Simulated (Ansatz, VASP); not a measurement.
This is a calculation of GaN for VASP 6.6.1.

The input INCAR:

```
SYSTEM = GaN
ALGO     = Fast           ! electronic algorithm
EDIFF    = 1E-6           ! SCF threshold, eV
ENCUT    = 520            ! plane-wave cutoff, eV
GGA      = PE             ! functional
ISIF     = 2              ! what is computed and relaxed
ISMEAR   = 0              ! smearing method
LASPH    = .TRUE.         ! aspherical terms in the spheres
LCHARG   = .FALSE.        ! write CHGCAR
LREAL    = .FALSE.        ! projectors in reciprocal space
LWAVE    = .FALSE.        ! write WAVECAR
NBANDS   = 26             ! bands
NELM     = 60             ! most SCF steps
PREC     = Accurate       ! precision mode
SIGMA    = 0.028000000000000004 ! smearing width, eV
```

Contents of KPOINTS:

```
k-points
0
G
  10 10 5
  0 0 0
```

Contents of POSCAR:

```
GaN
1.0
    3.1800000000      0.0000000000      0.0000000000
   -1.5900000000      2.7539607840      0.0000000000
    0.0000000000      0.0000000000      5.1660000000
Ga N
2 2
Direct
    0.6666666667      0.3333333333      0.5000000000
    0.3333333333      0.6666666667      0.0000000000
    0.6666666667      0.3333333333      0.8750000000
    0.3333333333      0.6666666667      0.3750000000
```

Potentials or basis: VASP PAW PBE potentials, release 64 (Ga_d, N).

Command:

```sh
$ cat potpaw_PBE.64/Ga_d/POTCAR potpaw_PBE.64/N/POTCAR > POTCAR
$ mpirun -np 1 vasp_std > vasp.out
```

Problem. Translate it to Ansatz 0.2.0. Potentials there: Ansatz PAW.

Solution. As run (the cutoff follows the program's own potentials):

Contents of input.yaml:

```yaml
crystal:
  lattice:
    - [3.18, 0.0, 0.0]
    - [-1.59, 2.753960784, 0.0]
    - [0.0, 0.0, 5.166]
  atoms:
    - { symbol: Ga, position: [0.6666666667, 0.3333333333, 0.5] }
    - { symbol: Ga, position: [0.3333333333, 0.6666666667, 0.0] }
    - { symbol: "N", position: [0.6666666667, 0.3333333333, 0.875] }
    - { symbol: "N", position: [0.3333333333, 0.6666666667, 0.375] }
hamiltonian:
  xc: pbe
  pseudopotentials: { kind: paw }
kpoints:
  mp_grid: { grid: [10, 10, 5] }
scf:
  occupations: { method: gaussian, width: 0.028 }
output:
  forces: true
  stress: true
  eigenvalues: true
```

Potentials or basis: Ansatz PAW.

Run with:

```bash
$ ansatz run input.yaml --threads 2 --pin off --max-ram 5632MiB --backend cpu --events-out ev --progress --plain --runs-dir out
```

Both were run:

|  | VASP | Ansatz | Ansatz less VASP |
| --- | --- | --- | --- |
| gap on the k mesh at the Fermi level (eV) | 1.97 | 1.96 | -0.008 |
| least direct gap on the mesh (eV) | 1.97 | 1.96 | -0.008 |
| pressure (GPa) | 7.4 | 7.3 | -0.14 |
| largest component of the traceless stress (GPa) | 1.45 | 1.43 | -0.013 |
| rms of the force components (eV/Å) | 0.078 | 0.079 | +0.0014 |

Atom by atom the forces differ by 0.001 eV/Å (rms over components).

Caveats: odd divisions of the mesh miss points on the zone boundary, where band edges often lie, so the gap on the mesh can be too wide (Ansatz); the pressure holds a Pulay correction of +0.5 GPa for the finite cutoff (Ansatz). PBE gaps usually lie below the measured ones, often by a third to a half.
